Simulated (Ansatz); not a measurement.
ZnO (zincite):

```
Zn O
1.0
     3.24931    0.00000    0.00000
    -1.62465    2.81398    0.00000
     0.00000    0.00000    5.20571
Zn O
2 2
Direct
  0.66667 0.33333 0.00000
  0.33333 0.66667 0.50000
  0.33333 0.66667 0.87901
  0.66667 0.33333 0.37901
```

Program: Ansatz 0.2.0. Alike in all runs: task band structure; potentials or basis all-electron LAPW, scalar-relativistic; no spin polarisation; cell as given; k mesh 9 × 9 × 5; cutoff (eV) 397; smearing fermi-dirac 0.05 eV; basis error allowed 0.002 eV/atom.

Problem. Order these runs on this cell by their pressure, lowest first.
A. level LDA
B. level PBEsol
C. level PBE

Solution. A (-7.1 GPa), B (-1.5 GPa), C (4.8 GPa).
